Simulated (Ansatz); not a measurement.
Li2Se:

```
Se Li
1.0
     0.00000    3.00250    3.00250
     3.00250    0.00000    3.00250
     3.00250    3.00250    0.00000
Se Li
1 2
Cartesian
  0.0000 0.0000 0.0000
  4.5038 4.5038 4.5038
  1.5012 1.5012 1.5012
```

Base run:

- Program: Ansatz 0.2.0
- Functional: PBEsol
- Potentials or basis: Ansatz PAW
- Cutoff: 420 eV (not typed: the program's choice for these potentials)
- k mesh: 8 × 8 × 8
- Occupations: gaussian, width 0.02 eV
- Spin: no spin polarisation

Its results: band gap on the k mesh 2.84 eV, indirect (least direct gap 3.24 eV); pressure -1.0 GPa.

Q: The run is repeated on the same cell with these changes: functional from PBEsol to LDA; occupations from gaussian, width 0.02 eV to gaussian, width 0.05 eV. What comes out?

A: Band gap on the k mesh 2.81 eV, indirect (least direct gap 3.19 eV); pressure -2.6 GPa.

Caveats: the PAW data sets come from PBE, with cores solved anew for the run's functional, which leaves a small shift of forces and pressure.

A k mesh can miss the band edges.
